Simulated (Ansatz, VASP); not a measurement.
# GaP (GaP (F-43m)) in two plane-wave programs

Wanted: the spread between two codes on one cell, functional and k mesh. The cell is taken from a series of runs on this material, whose earlier steps may have relaxed, scaled, displaced or heated it; both programs get it as it stands.

Main program and level: Ansatz 0.2.0; plane waves, with VASP 6.6.1 beside it; single point at r2SCAN.

### 1. The starting structure

Symmetry: F-43m, No. 216, cubic system. The conventional cell has a = 5.452 Å, b = 5.452 Å, c = 5.452 Å, α = 90.00°, β = 90.00°, γ = 90.00°. Nearest to Ga lie 4 P at 2.36 Å. Nearest to P lie 4 Ga at 2.36 Å. Farther neighbours are not listed.

Structure file:

```cif
data_structure
_symmetry_space_group_name_H-M 'P 1'
_symmetry_Int_Tables_number 1
_cell_length_a 3.8549
_cell_length_b 3.8549
_cell_length_c 3.8549
_cell_angle_alpha 60.000
_cell_angle_beta 60.000
_cell_angle_gamma 60.000
_cell_volume 40.51
loop_
_atom_site_label
_atom_site_type_symbol
_atom_site_fract_x
_atom_site_fract_y
_atom_site_fract_z
_atom_site_occupancy
Ga1 Ga 0.00000 0.00000 0.00000 1
P2 P 0.75000 0.75000 0.75000 1
```

### 2. VASP: single point, r2SCAN

A single point gives forces, pressure and levels at one fixed geometry, so differences don't come from the geometry; what else differs is listed under the comparison.

Lines of VASP's logs that name or quote its potential files are left out, and so is its time.

INCAR reads:

```
SYSTEM = GaP
PREC = Accurate
ENCUT = 440
EDIFF = 1E-06
NELM = 120
ISMEAR = 0
SIGMA = 0.01
LREAL = .FALSE.
ALGO = Normal
METAGGA = R2SCAN
LASPH = .TRUE.
NBANDS = 15
LORBIT = 11
LWAVE = .FALSE.
LCHARG = .FALSE.
ISIF = 2
ISYM = 2
GGA_COMPAT = .FALSE.
EFERMI = MIDGAP
LMIXTAU = .TRUE.
```

POSCAR reads:

```
GaP
1.0
    0.0000000000      2.7258125000      2.7258125000
    2.7258125000      0.0000000000      2.7258125000
    2.7258125000      2.7258125000      0.0000000000
Ga P
1 1
Direct
    0.0000000000      0.0000000000      0.0000000000
    0.7500000000      0.7500000000      0.7500000000
```

KPOINTS reads:

```
Points of the shifted mesh
216
Reciprocal
 0.0833333333  0.0833333333  0.0833333333 1
 0.0833333333  0.0833333333  0.2500000000 1
 0.0833333333  0.0833333333  0.4166666667 1
 0.0833333333  0.0833333333  0.5833333333 1
 0.0833333333  0.0833333333  0.7500000000 1
 0.0833333333  0.0833333333  0.9166666667 1
 0.0833333333  0.2500000000  0.0833333333 1
 0.0833333333  0.2500000000  0.2500000000 1
 0.0833333333  0.2500000000  0.4166666667 1
 0.0833333333  0.2500000000  0.5833333333 1
 0.0833333333  0.2500000000  0.7500000000 1
 0.0833333333  0.2500000000  0.9166666667 1
 0.0833333333  0.4166666667  0.0833333333 1
 0.0833333333  0.4166666667  0.2500000000 1
 0.0833333333  0.4166666667  0.4166666667 1
 0.0833333333  0.4166666667  0.5833333333 1
 0.0833333333  0.4166666667  0.7500000000 1
 0.0833333333  0.4166666667  0.9166666667 1
 0.0833333333  0.5833333333  0.0833333333 1
 0.0833333333  0.5833333333  0.2500000000 1
 0.0833333333  0.5833333333  0.4166666667 1
 0.0833333333  0.5833333333  0.5833333333 1
 0.0833333333  0.5833333333  0.7500000000 1
 0.0833333333  0.5833333333  0.9166666667 1
 0.0833333333  0.7500000000  0.0833333333 1
 0.0833333333  0.7500000000  0.2500000000 1
 0.0833333333  0.7500000000  0.4166666667 1
 0.0833333333  0.7500000000  0.5833333333 1
 0.0833333333  0.7500000000  0.7500000000 1
 0.0833333333  0.7500000000  0.9166666667 1
 0.0833333333  0.9166666667  0.0833333333 1
 0.0833333333  0.9166666667  0.2500000000 1
 0.0833333333  0.9166666667  0.4166666667 1
 0.0833333333  0.9166666667  0.5833333333 1
 0.0833333333  0.9166666667  0.7500000000 1
 0.0833333333  0.9166666667  0.9166666667 1
 0.2500000000  0.0833333333  0.0833333333 1
 0.2500000000  0.0833333333  0.2500000000 1
 0.2500000000  0.0833333333  0.4166666667 1
 0.2500000000  0.0833333333  0.5833333333 1
 0.2500000000  0.0833333333  0.7500000000 1
 0.2500000000  0.0833333333  0.9166666667 1
 0.2500000000  0.2500000000  0.0833333333 1
 0.2500000000  0.2500000000  0.2500000000 1
 0.2500000000  0.2500000000  0.4166666667 1
 0.2500000000  0.2500000000  0.5833333333 1
 0.2500000000  0.2500000000  0.7500000000 1
 0.2500000000  0.2500000000  0.9166666667 1
 0.2500000000  0.4166666667  0.0833333333 1
 0.2500000000  0.4166666667  0.2500000000 1
 0.2500000000  0.4166666667  0.4166666667 1
 0.2500000000  0.4166666667  0.5833333333 1
 0.2500000000  0.4166666667  0.7500000000 1
 0.2500000000  0.4166666667  0.9166666667 1
 0.2500000000  0.5833333333  0.0833333333 1
 0.2500000000  0.5833333333  0.2500000000 1
 0.2500000000  0.5833333333  0.4166666667 1
 0.2500000000  0.5833333333  0.5833333333 1
 0.2500000000  0.5833333333  0.7500000000 1
 0.2500000000  0.5833333333  0.9166666667 1
 0.2500000000  0.7500000000  0.0833333333 1
 0.2500000000  0.7500000000  0.2500000000 1
 0.2500000000  0.7500000000  0.4166666667 1
 0.2500000000  0.7500000000  0.5833333333 1
 0.2500000000  0.7500000000  0.7500000000 1
 0.2500000000  0.7500000000  0.9166666667 1
 0.2500000000  0.9166666667  0.0833333333 1
 0.2500000000  0.9166666667  0.2500000000 1
 0.2500000000  0.9166666667  0.4166666667 1
 0.2500000000  0.9166666667  0.5833333333 1
 0.2500000000  0.9166666667  0.7500000000 1
 0.2500000000  0.9166666667  0.9166666667 1
 0.4166666667  0.0833333333  0.0833333333 1
 0.4166666667  0.0833333333  0.2500000000 1
 0.4166666667  0.0833333333  0.4166666667 1
 0.4166666667  0.0833333333  0.5833333333 1
 0.4166666667  0.0833333333  0.7500000000 1
 0.4166666667  0.0833333333  0.9166666667 1
 0.4166666667  0.2500000000  0.0833333333 1
 0.4166666667  0.2500000000  0.2500000000 1
 0.4166666667  0.2500000000  0.4166666667 1
 0.4166666667  0.2500000000  0.5833333333 1
 0.4166666667  0.2500000000  0.7500000000 1
 0.4166666667  0.2500000000  0.9166666667 1
 0.4166666667  0.4166666667  0.0833333333 1
 0.4166666667  0.4166666667  0.2500000000 1
 0.4166666667  0.4166666667  0.4166666667 1
 0.4166666667  0.4166666667  0.5833333333 1
 0.4166666667  0.4166666667  0.7500000000 1
 0.4166666667  0.4166666667  0.9166666667 1
 0.4166666667  0.5833333333  0.0833333333 1
 0.4166666667  0.5833333333  0.2500000000 1
 0.4166666667  0.5833333333  0.4166666667 1
 0.4166666667  0.5833333333  0.5833333333 1
 0.4166666667  0.5833333333  0.7500000000 1
 0.4166666667  0.5833333333  0.9166666667 1
 0.4166666667  0.7500000000  0.0833333333 1
 0.4166666667  0.7500000000  0.2500000000 1
 0.4166666667  0.7500000000  0.4166666667 1
 0.4166666667  0.7500000000  0.5833333333 1
 0.4166666667  0.7500000000  0.7500000000 1
 0.4166666667  0.7500000000  0.9166666667 1
 0.4166666667  0.9166666667  0.0833333333 1
 0.4166666667  0.9166666667  0.2500000000 1
 0.4166666667  0.9166666667  0.4166666667 1
 0.4166666667  0.9166666667  0.5833333333 1
 0.4166666667  0.9166666667  0.7500000000 1
 0.4166666667  0.9166666667  0.9166666667 1
 0.5833333333  0.0833333333  0.0833333333 1
 0.5833333333  0.0833333333  0.2500000000 1
 0.5833333333  0.0833333333  0.4166666667 1
 0.5833333333  0.0833333333  0.5833333333 1
 0.5833333333  0.0833333333  0.7500000000 1
 0.5833333333  0.0833333333  0.9166666667 1
 0.5833333333  0.2500000000  0.0833333333 1
 0.5833333333  0.2500000000  0.2500000000 1
 0.5833333333  0.2500000000  0.4166666667 1
 0.5833333333  0.2500000000  0.5833333333 1
 0.5833333333  0.2500000000  0.7500000000 1
 0.5833333333  0.2500000000  0.9166666667 1
 0.5833333333  0.4166666667  0.0833333333 1
 0.5833333333  0.4166666667  0.2500000000 1
 0.5833333333  0.4166666667  0.4166666667 1
 0.5833333333  0.4166666667  0.5833333333 1
 0.5833333333  0.4166666667  0.7500000000 1
 0.5833333333  0.4166666667  0.9166666667 1
 0.5833333333  0.5833333333  0.0833333333 1
 0.5833333333  0.5833333333  0.2500000000 1
 0.5833333333  0.5833333333  0.4166666667 1
 0.5833333333  0.5833333333  0.5833333333 1
 0.5833333333  0.5833333333  0.7500000000 1
 0.5833333333  0.5833333333  0.9166666667 1
 0.5833333333  0.7500000000  0.0833333333 1
 0.5833333333  0.7500000000  0.2500000000 1
 0.5833333333  0.7500000000  0.4166666667 1
 0.5833333333  0.7500000000  0.5833333333 1
 0.5833333333  0.7500000000  0.7500000000 1
 0.5833333333  0.7500000000  0.9166666667 1
 0.5833333333  0.9166666667  0.0833333333 1
 0.5833333333  0.9166666667  0.2500000000 1
 0.5833333333  0.9166666667  0.4166666667 1
 0.5833333333  0.9166666667  0.5833333333 1
 0.5833333333  0.9166666667  0.7500000000 1
 0.5833333333  0.9166666667  0.9166666667 1
 0.7500000000  0.0833333333  0.0833333333 1
 0.7500000000  0.0833333333  0.2500000000 1
 0.7500000000  0.0833333333  0.4166666667 1
 0.7500000000  0.0833333333  0.5833333333 1
 0.7500000000  0.0833333333  0.7500000000 1
 0.7500000000  0.0833333333  0.9166666667 1
 0.7500000000  0.2500000000  0.0833333333 1
 0.7500000000  0.2500000000  0.2500000000 1
 0.7500000000  0.2500000000  0.4166666667 1
 0.7500000000  0.2500000000  0.5833333333 1
 0.7500000000  0.2500000000  0.7500000000 1
 0.7500000000  0.2500000000  0.9166666667 1
 0.7500000000  0.4166666667  0.0833333333 1
 0.7500000000  0.4166666667  0.2500000000 1
 0.7500000000  0.4166666667  0.4166666667 1
 0.7500000000  0.4166666667  0.5833333333 1
 0.7500000000  0.4166666667  0.7500000000 1
 0.7500000000  0.4166666667  0.9166666667 1
 0.7500000000  0.5833333333  0.0833333333 1
 0.7500000000  0.5833333333  0.2500000000 1
 0.7500000000  0.5833333333  0.4166666667 1
 0.7500000000  0.5833333333  0.5833333333 1
 0.7500000000  0.5833333333  0.7500000000 1
 0.7500000000  0.5833333333  0.9166666667 1
 0.7500000000  0.7500000000  0.0833333333 1
 0.7500000000  0.7500000000  0.2500000000 1
 0.7500000000  0.7500000000  0.4166666667 1
 0.7500000000  0.7500000000  0.5833333333 1
 0.7500000000  0.7500000000  0.7500000000 1
 0.7500000000  0.7500000000  0.9166666667 1
 0.7500000000  0.9166666667  0.0833333333 1
 0.7500000000  0.9166666667  0.2500000000 1
 0.7500000000  0.9166666667  0.4166666667 1
 0.7500000000  0.9166666667  0.5833333333 1
 0.7500000000  0.9166666667  0.7500000000 1
 0.7500000000  0.9166666667  0.9166666667 1
 0.9166666667  0.0833333333  0.0833333333 1
 0.9166666667  0.0833333333  0.2500000000 1
 0.9166666667  0.0833333333  0.4166666667 1
 0.9166666667  0.0833333333  0.5833333333 1
 0.9166666667  0.0833333333  0.7500000000 1
 0.9166666667  0.0833333333  0.9166666667 1
 0.9166666667  0.2500000000  0.0833333333 1
 0.9166666667  0.2500000000  0.2500000000 1
 0.9166666667  0.2500000000  0.4166666667 1
 0.9166666667  0.2500000000  0.5833333333 1
 0.9166666667  0.2500000000  0.7500000000 1
 0.9166666667  0.2500000000  0.9166666667 1
 0.9166666667  0.4166666667  0.0833333333 1
 0.9166666667  0.4166666667  0.2500000000 1
 0.9166666667  0.4166666667  0.4166666667 1
 0.9166666667  0.4166666667  0.5833333333 1
 0.9166666667  0.4166666667  0.7500000000 1
 0.9166666667  0.4166666667  0.9166666667 1
 0.9166666667  0.5833333333  0.0833333333 1
 0.9166666667  0.5833333333  0.2500000000 1
 0.9166666667  0.5833333333  0.4166666667 1
 0.9166666667  0.5833333333  0.5833333333 1
 0.9166666667  0.5833333333  0.7500000000 1
 0.9166666667  0.5833333333  0.9166666667 1
 0.9166666667  0.7500000000  0.0833333333 1
 0.9166666667  0.7500000000  0.2500000000 1
 0.9166666667  0.7500000000  0.4166666667 1
 0.9166666667  0.7500000000  0.5833333333 1
 0.9166666667  0.7500000000  0.7500000000 1
 0.9166666667  0.7500000000  0.9166666667 1
 0.9166666667  0.9166666667  0.0833333333 1
 0.9166666667  0.9166666667  0.2500000000 1
 0.9166666667  0.9166666667  0.4166666667 1
 0.9166666667  0.9166666667  0.5833333333 1
 0.9166666667  0.9166666667  0.7500000000 1
 0.9166666667  0.9166666667  0.9166666667 1
```

The projector-augmented-wave data sets are Ga_d and P (PBE family, release 64).

Launch:

```
> mpirun -np 1 vasp_std
```

Numbers of over 12 decimals in the logs are rounded to 6 here.

The log of the run:

```text
[banner, memory and clock lines left out]
running    1 mpi-ranks, on    1 nodes
 distrk:  each k-point on    1 cores,    1 groups
 distr:  one band on    1 cores,    1 groups

 POSCAR found type information on POSCAR GaP
 POSCAR found :  2 types and       2 ions
|                                                                             |
|               ----> ADVICE to this user running VASP <----                  |
|                                                                             |
|     You enforced a specific xc type in the INCAR file but a different       |
|     [... a line on the potential file left out ...]
|     I HOPE YOU KNOW WHAT YOU ARE DOING!                                     |
|                                                                             |

 LDA part: xc-table for (None), standard interpolation
 POSCAR, INCAR and KPOINTS ok, starting setup
 FFT: planning ... GRIDC
 FFT: planning ... GRID_SOFT
 FFT: planning ... GRID
 WAVECAR not read
 entering main loop
       N       E                     dE             d eps       ncg     rms          rms(c)
DAV:   1     0.627869793979E+02    0.62787E+02   -0.86670E+03  6686   0.161E+03
DAV:   2    -0.179011344636E+02   -0.80688E+02   -0.77241E+02  7250   0.302E+02
DAV:   3    -0.236490485766E+02   -0.57479E+01   -0.57259E+01  8076   0.668E+01
DAV:   4    -0.237399717994E+02   -0.90923E-01   -0.90900E-01  8010   0.911E+00
DAV:   5    -0.237417319015E+02   -0.17601E-02   -0.17599E-02  8502   0.110E+00    0.483E+00
DAV:   6    -0.214221593683E+02    0.23196E+01   -0.62570E-01  8188   0.163E+01    0.317E+00
DAV:   7    -0.215868113636E+02   -0.16465E+00   -0.37923E-01  8237   0.669E+00    0.149E+00
DAV:   8    -0.214394758947E+02    0.14734E+00   -0.11160E-01  6788   0.406E+00    0.102E+00
DAV:   9    -0.214414839765E+02   -0.20081E-02   -0.19019E-01  6536   0.408E+00    0.266E-01
DAV:  10    -0.214569208612E+02   -0.15437E-01   -0.15121E-01  6487   0.350E+00    0.121E-01
DAV:  11    -0.214628950747E+02   -0.59742E-02   -0.61246E-03  8622   0.571E-01    0.509E-02
DAV:  12    -0.214621373227E+02    0.75775E-03   -0.50489E-04  7887   0.186E-01    0.641E-02
DAV:  13    -0.214632302052E+02   -0.10929E-02   -0.81714E-04  7208   0.296E-01    0.234E-02
DAV:  14    -0.214632562243E+02   -0.26019E-04   -0.25913E-05  8503   0.431E-02    0.288E-02
DAV:  15    -0.214632571853E+02   -0.96097E-06   -0.79323E-06  7369   0.314E-02
   1 F= -.21463257E+02 E0= -.21463257E+02  d E =0.000000E+00
```

Parts of OUTCAR (step 2):

```text
ion  position               nearest neighbor table
   1  0.000  0.000  0.000-   2 2.36   2 2.36   2 2.36   2 2.36
   2  0.750  0.750  0.750-   1 2.36   1 2.36   1 2.36   1 2.36

  LATTYP: Found a face centered cubic cell.
 ALAT       =     5.4516250000

 Subroutine GETGRP returns: Found 24 space group operations
 (whereof 24 operations were pure point group operations)

The static configuration has the point symmetry T_d .

   k-points           NKPTS =    216   k-points in BZ     NKDIM =    216   number of bands    NBANDS=     15

   dimension x,y,z NGX =    28 NGY =   28 NGZ =   28
   dimension x,y,z NGXF=    56 NGYF=   56 NGZF=   56

   ENCUT  =  440.0 eV  32.34 Ry    5.69 a.u.   6.59  6.59  6.59*2*pi/ulx,y,z

   NELECT =      18.0000    total number of electrons

 k-points in reciprocal lattice and weights: Points of the shifted mesh
   0.08333333  0.08333333  0.08333333       0.005
   0.08333333  0.08333333  0.25000000       0.005
   0.08333333  0.08333333  0.41666667       0.005
   0.08333333  0.08333333  0.58333333       0.005
   0.08333333  0.08333333  0.75000000       0.005
   0.08333333  0.08333333  0.91666667       0.005
   0.08333333  0.25000000  0.08333333       0.005
   0.08333333  0.25000000  0.25000000       0.005
   0.08333333  0.25000000  0.41666667       0.005
[...]
0.91666667  0.91666667  0.75000000       0.005
   0.91666667  0.91666667  0.91666667       0.005

 average (electrostatic) potential at core
       1 -70.1880       2 -86.4631

 E-fermi :   5.4207

 k-point     1 :       0.0833    0.0833    0.0833
  band No.  band energies     occupation
    ...
      5     -10.4173      2.00000
      6      -8.4673      2.00000
      7       3.5752      2.00000
      8       4.3403      2.00000
      9       4.3403      2.00000
     10       7.2344      0.00000
     11       8.8239      0.00000
     12       8.8239      0.00000
     13       8.8822      0.00000
     14      14.3696      0.00000
    ...

 k-point     2 :       0.0833    0.0833    0.2500
  band No.  band energies     occupation
    ...
      5     -10.4144      2.00000
      6      -7.9769      2.00000
      7       1.4351      2.00000
      8       3.2550      2.00000
      9       4.1218      2.00000
     10       7.6396      0.00000
     11       9.2174      0.00000
     12       9.3362      0.00000
     13      10.5627      0.00000
     14      13.2085      0.00000
    ...

 k-point     3 :       0.0833    0.0833    0.4167
  band No.  band energies     occupation
    ...
      5     -10.4113      2.00000
      6      -6.9336      2.00000
      7      -1.2726      2.00000
      8       2.7265      2.00000
      9       3.5014      2.00000
     10       7.1734      0.00000
     11       9.6315      0.00000
     12       9.6708      0.00000
     13      12.6091      0.00000
     14      14.2150      0.00000
    ...

  Total       -0.0851798     -0.0851798     -0.0851798      0.0000000      0.0000000      0.0000000
  in kB       -3.3692201     -3.3692201     -3.3692201      0.0000000      0.0000000      0.0000000
  external PRESSURE =      -3.3692201 kB  Pullay stress =       0.0000000 kB

  energy-cutoff  :      440.00
  volume of cell :       40.51
      direct lattice vectors                 reciprocal lattice vectors
     0.000000000  2.725812500  2.725812500    -0.183431546  0.183431546  0.183431546
     2.725812500  0.000000000  2.725812500     0.183431546 -0.183431546  0.183431546
     2.725812500  2.725812500  0.000000000     0.183431546  0.183431546 -0.183431546

 POSITION                                       TOTAL-FORCE (eV/Angst)
 -----------------------------------------------------------------------------------
      0.00000      0.00000      0.00000        -0.000000     -0.000000     -0.000000
      4.08872      4.08872      4.08872         0.000000      0.000000      0.000000
 -----------------------------------------------------------------------------------
    total drift:                                0.000003      0.000003      0.000003

  FREE ENERGIE OF THE ION-ELECTRON SYSTEM (eV)
  ---------------------------------------------------
  free  energy   TOTEN  =       -21.4632571853 eV

  energy  without entropy=      -21.4632571853  energy(sigma->0) =      -21.46325719

 total charge
# of ion       s       p       d       tot
------------------------------------------
    1        0.831   0.846  10.018  11.695
    2        1.009   1.540   0.000   2.549
--------------------------------------------------
tot          1.841   2.386  10.018  14.245

[... 3 further parts left out ...]
```

The run ends at a pressure of -0.34 GPa.

[end of part 1 of 2]

[Lines on the potential files, build, host, timing and source positions are cut from VASP's logs without a mark.]

[Logs are printed without paths, hosts, clocks, repeated set-up lines and the standing remarks that a program may print on its own settings, such as how far it seeks lower states.]

[Hosts, paths, dates, database ids (printed as entryN), source tags and the programs' standing remarks are cut or masked in the printed files.]
